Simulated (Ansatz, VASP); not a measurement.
# BN in VASP and in Ansatz

File INCAR:

```
SYSTEM = BN
PREC = Accurate ; ENCUT = 520
EDIFF = 1E-6 ; ISMEAR = 0
SIGMA = 0.05 ; LREAL = .False.
LASPH = .True. ; NELM = 100
ALGO = Normal ; ISIF = 2
LWAVE = .False. ; LCHARG = .False.
GGA = PE ; NBANDS = 16
```

The input KPOINTS:

```
Automatic mesh
0
Gamma
  12 12 6
  0 0 0
```

The input POSCAR:

```
BN
1.0
    2.5545800962      0.0000000000      0.0095796754
   -1.2772900481      2.2123312593     -0.0047898377
    0.0158419295      0.0000000000      4.2245145363
B N
2 2
Direct
    0.6666666667      0.3333333333      0.9998058548
    0.3333333333      0.6666666667      0.4998058548
    0.6666666667      0.3333333333      0.6251941452
    0.3333333333      0.6666666667      0.1251941452
```

Input for Ansatz:

```yaml
crystal:
  lattice:
    - [2.5545800962, 0.0, 0.0095796754]
    - [-1.2772900481, 2.2123312593, -0.0047898377]
    - [0.0158419295, 0.0, 4.2245145363]
  atoms:
    - { symbol: B, position: [0.6666666667, 0.3333333333, 0.9998058548] }
    - { symbol: B, position: [0.3333333333, 0.6666666667, 0.4998058548] }
    - { symbol: "N", position: [0.6666666667, 0.3333333333, 0.6251941452] }
    - { symbol: "N", position: [0.3333333333, 0.6666666667, 0.1251941452] }
basis:
  ecutwfc: 420
kpoints:
  mp_grid: { grid: [12, 12, 6] }
hamiltonian:
  xc: pbe
scf:
  occupations: { method: gaussian, width: 0.05 }
output:
  forces: true
  stress: true
  eigenvalues: true
```

Change from the starting cell: strain +0.0075 x Voigt [0, 0, 0, 0, 1, 0], atoms carried along.

Alike in both runs: task single point; functional PBE; k mesh 12 × 12 × 6; occupations gaussian, width 0.05 eV; no spin polarisation.

|  | VASP | Ansatz |
| --- | --- | --- |
| version | VASP 6.6.1 | Ansatz 0.2.0 |
| potentials or method | VASP PAW PBE potentials, release 64 (B, N) | scalar-relativistic, plane waves, PAW |
| plane-wave cutoff (eV) | 520 | 420 |
| valence electrons in the cell | 16 | 16 |

Ansatz gave:

```
gap on the k mesh at the Fermi level (eV)       : 5.22
least direct gap on the mesh (eV)               : 8.24
pressure (GPa)                                  : 0.0
largest component of the traceless stress (GPa) : 2.50
rms of the force components (eV/Å)              : 0.010
```

Which values does VASP return?

gap on the k mesh at the Fermi level (eV): 5.21; least direct gap on the mesh (eV): 8.23; pressure (GPa): 0.2; largest component of the traceless stress (GPa): 2.50; rms of the force components (eV/Å): 0.010.

Atom by atom the forces differ by 0.001 eV/Å (rms over components).

A k mesh can miss the band edges.
